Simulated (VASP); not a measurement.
A run of VASP 6.6.1 is set up as follows.

INCAR

```
  PREC = Accurate
  ENCUT = 600
  EDIFF = 1E-6
  ISMEAR = 1
  SIGMA = 0.1
  LREAL = False
  LASPH = True
  NELM = 120
  ALGO = Fast
  ISIF = 3
  LWAVE = False
  LCHARG = False
  GGA = PE
  IBRION = 2
  NSW = 80
  EDIFFG = -0.01
  ISYM = 2
  KPAR = 4
```

Contents of KPOINTS:

```
regular mesh
0
Gamma
  13 13 13
```

File POSCAR:

```
Ca
1.0
    0.0000000000      2.7942000000      2.7942000000
    2.7942000000      0.0000000000      2.7942000000
    2.7942000000      2.7942000000      0.0000000000
Ca
1
Direct
    0.0000000000      0.0000000000      0.0000000000
```

Potentials or basis: VASP PAW PBE potentials, release 64 (Ca_sv).

Launch:

```sh
$ cat potpaw_PBE.64/Ca_sv/POTCAR > POTCAR
$ mpirun -np 4 vasp_std > vasp.out
```

Q: What does it give for the space group after relaxing (to 0.05 Å)?

A: Fm-3m (No. 225).

Q: What does it give for the relaxed volume?

A: 42.25 Å³/atom.

Q: Predict the band gap on the k mesh.

A: None (metal or under the smearing width).

The path:
```csv
step,energy change (eV),largest force (eV/Å),pressure (GPa),volume (Å³)
1,0.0000,0.0000,-0.54,43.63
2,-0.0020,0.0000,-0.18,42.71
3,-0.0023,0.0000,0.01,42.25
```
